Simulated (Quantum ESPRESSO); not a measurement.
Crystal: TePt.

```
CELL_PARAMETERS angstrom
1.98157 1.14406 6.66103
-1.98157 1.14406 6.66103
0.00000 -2.28812 6.66103
ATOMIC_POSITIONS crystal
Pt 0.12967 0.12967 0.12967
Pt 0.87033 0.87033 0.87033
Te 0.40200 0.40200 0.40200
Te 0.59800 0.59800 0.59800
```

| Property | Result |
| --- | --- |
| Program | Quantum ESPRESSO 7.5 |
| Task | single point |
| Functional | PBEsol |
| Potentials or basis | GBRV 1.5 PBEsol |
| Cutoff | 612 eV |
| Density cutoff | 4898 eV |
| k mesh | 8 × 8 × 8 |
| Occupations | fermi-dirac, width 0.05 eV |
| Spin | no spin polarisation |

On this cell: pressure 0.8 GPa; largest force 0.443 eV/Å; band gap on the k mesh none (metal or under the smearing width).

The same run follows on a disturbed copy (atoms moved at random, drawn with an rms of 0.05 Å):

```
CELL_PARAMETERS angstrom
1.98157 1.14406 6.66103
-1.98157 1.14406 6.66103
0.00000 -2.28812 6.66103
ATOMIC_POSITIONS crystal
Pt 0.12634 0.13698 0.12194
Pt 0.85946 0.88660 0.86838
Te 0.40562 0.39882 0.40234
Te 0.59421 0.59596 0.59999
```

**Question.** What changes?

**Answer.** The energy (extrapolated to zero smearing) moves by +17.9 meV/atom; pressure 2.0 GPa; largest force 1.188 eV/Å; band gap on the k mesh none (metal or under the smearing width).

Forces in eV/Å, atoms in the order of the input:
```
Pt   0.149 -0.247  0.839
Pt   0.640 -0.175 -0.985
Te  -0.300  0.188 -0.591
Te  -0.490  0.235  0.737
```

Stress tensor (GPa, compression positive):
```
 2.67 -0.12  0.00
-0.12  2.38  0.24
 0.00  0.24  0.84
```
